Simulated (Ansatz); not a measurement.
InSe:

```
In Se
1.0
     4.04733    0.00000    0.00000
    -2.02366    3.50509    0.00000
     0.00000    0.00000   18.05206
In Se
4 4
Direct
  0.33333 0.66667 0.07739
  0.33333 0.66667 0.92261
  0.00000 0.00000 0.42261
  0.00000 0.00000 0.57739
  0.33333 0.66667 0.35298
  0.33333 0.66667 0.64702
  0.66667 0.33333 0.14700
  0.66667 0.33333 0.85300
```

Measurements of this composition are mostly on another form, of space group No. 160.

* Program: Ansatz 0.2.0
* Task: relaxation of cell and atoms
* Functional: PBEsol
* Dispersion: D4
* Potentials or basis: Ansatz PAW
* Cutoff: 420 eV (not typed: the program's choice for these potentials)
* k mesh: 8 × 8 × 2
* Occupations: fermi-dirac, width 0.05 eV
* Spin: no spin polarisation

At the start: volume 32.01 Å³/atom.

**Question.** Where does the relaxation end?

**Answer.** It ends after 6 steps and the volume is 27.98 Å³/atom (-12.6 %); space group P-6m2 (No. 187, to 0.05 Å).

The path:
```csv
step,energy change (eV),largest force (eV/Å),volume (Å³)
1,0.0000,0.0565,256.09
2,-0.1238,0.2931,226.98
3,-0.2013,0.0453,224.45
4,-0.2223,0.0264,222.43
5,-0.2233,0.0037,223.84
6,-0.2190,0.0035,223.84
```

Final structure:
```yaml
crystal:
  lattice:
    - [3.97972, 0.00000, 0.00000]
    - [-1.98986, 3.44654, 0.00000]
    - [0.00000, 0.00000, 16.31945]
  atoms:
    - { symbol: In, position: [0.33333, 0.66667, 0.08456] }
    - { symbol: In, position: [0.33333, 0.66667, 0.91544] }
    - { symbol: In, position: [0.00000, 0.00000, 0.41545] }
    - { symbol: In, position: [0.00000, 0.00000, 0.58455] }
    - { symbol: Se, position: [0.33333, 0.66667, 0.33681] }
    - { symbol: Se, position: [0.33333, 0.66667, 0.66319] }
    - { symbol: Se, position: [0.66667, 0.33333, 0.16325] }
    - { symbol: Se, position: [0.66667, 0.33333, 0.83675] }
```

Caveat: the plane-wave basis is chosen anew once the cell has moved, so the energies of steps on either side of that aren't comparable; the PAW data sets come from PBE, with cores solved anew for the run's functional, which leaves a small shift of forces and pressure.
